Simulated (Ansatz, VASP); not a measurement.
# Two plane-wave programs on AlCu3

```
Al Cu
1.0
     0.00000    2.84961    2.84961
     2.84961    0.00000    2.84961
     2.84961    2.84961    0.00000
Al Cu
1 3
Direct
  0.00000 0.00000 0.00000
  0.50000 0.50000 0.50000
  0.25000 0.25000 0.25000
  0.75000 0.75000 0.75000
```

Alike in both runs: functional LDA; k mesh 12 × 12 × 12; occupations gaussian, width 0.1 eV; no spin polarisation.

Ansatz relaxed the structure, and its values are those at the end. VASP's run is a single point on that final structure, the one shown.

|  | VASP | Ansatz |
| --- | --- | --- |
| version | VASP 6.6.1 | Ansatz 0.2.0 |
| potentials or method | VASP PAW LDA potentials, release 64 (Al, Cu) | scalar-relativistic, plane waves, PAW |
| plane-wave cutoff (eV) | 520 | 420 |
| valence electrons in the cell | 36 | 60 |

|  | VASP | Ansatz | Ansatz less VASP |
| --- | --- | --- | --- |
| gap on the k mesh at the Fermi level (eV) | none | none | - |
| pressure (GPa) | 0.6 | 0.0 | -0.66 |

A gap of «none» marks a metal or a gap that the smearing closes. The two sets of potentials don't hold the same shells in valence.
